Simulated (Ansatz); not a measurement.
Take a crystal in which Ge has been replaced by C on all its sites, with the cell rescaled by a rough guess (in some cases also distorted within its space group) and nothing relaxed:

```
C
1.0
    -1.89885    2.01675    1.09321
     1.89885   -2.01675    1.09321
     1.89885    2.01675   -1.09321
C
2
Direct
  0.18594 0.93594 0.25000
  0.81406 0.06406 0.75000
```

These are results of DFT PBEsol, scalar-relativistic, plane waves, PAW in Ansatz, not measurements.

Cutoff 420 eV; k points 22×22×22 on the computed 2-atom cell (Γ-centred); Gaussian smearing, width 0.10 eV; no spin polarisation.

(1) Will this cell want to expand or contract, and how hard?

(2) Is it a metal on this mesh?

Results:

(1) The pressure is -56.9 GPa (positive in compression), so the cell would contract.

(2) Yes, a band crosses the Fermi level.

This form isn't the element's structure at ambient conditions.